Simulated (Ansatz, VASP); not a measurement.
**Ga: VASP beside Ansatz**

```
Ga
1.0
    -1.68099    1.68099    1.68099
     1.68099   -1.68099    1.68099
     1.68099    1.68099   -1.68099
Ga
1
Direct
  0.00000 0.00000 0.00000
```

Alike in both runs: task relaxation of cell and atoms; functional PBE; k mesh 17 × 17 × 17; occupations fermi-dirac, width 0.05 eV; no spin polarisation.

|  | VASP | Ansatz |
| --- | --- | --- |
| version | VASP 6.6.1 | Ansatz 0.2.0 |
| potentials or method | VASP PAW PBE potentials, release 64 (Ga_d) | PAW with Ansatz's default frozen-core files, scalar-relativistic |
| plane-wave cutoff (eV) | 600 | 420 |
| valence electrons in the cell | 13 | 13 |

Ansatz gave:

```
relaxed volume (Å³/atom)                                     : 19.22
relaxed cell length with the largest relative difference (Å) : 2.923
```

**Question.** Estimate VASP's values.

**Answer.** Relaxed volume (Å³/atom): 19.23; relaxed cell length with the largest relative difference (Å): 2.923.
